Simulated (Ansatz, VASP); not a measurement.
**In: VASP beside Ansatz**

```xyz
1
Lattice="-1.8825 1.8825 1.8825 1.8825 -1.8825 1.8825 1.8825 1.8825 -1.8825" Properties=species:S:1:pos:R:3 pbc="T T T"
In    0.0000    0.0000    0.0000
```

This isn't the form of In at room conditions, which is tetragonal.

Alike in both runs: task single point; functional LDA; k mesh 20 × 20 × 20; occupations gaussian, width 0.15 eV; no spin polarisation.

|  | VASP | Ansatz |
| --- | --- | --- |
| version | VASP 6.6.1 | Ansatz 0.2.0 |
| potentials or method | VASP PAW LDA potentials, release 64 (In_d) | scalar-relativistic, plane waves, PAW |
| plane-wave cutoff (eV) | 520 | 420 |
| valence electrons in the cell | 13 | 13 |

|  | VASP | Ansatz | Ansatz less VASP |
| --- | --- | --- | --- |
| gap on the k mesh at the Fermi level (eV) | none | none | - |
| pressure (GPa) | -2.9 | -2.9 | 0.00 |

A gap of «none» marks a metal or a gap that the smearing closes.
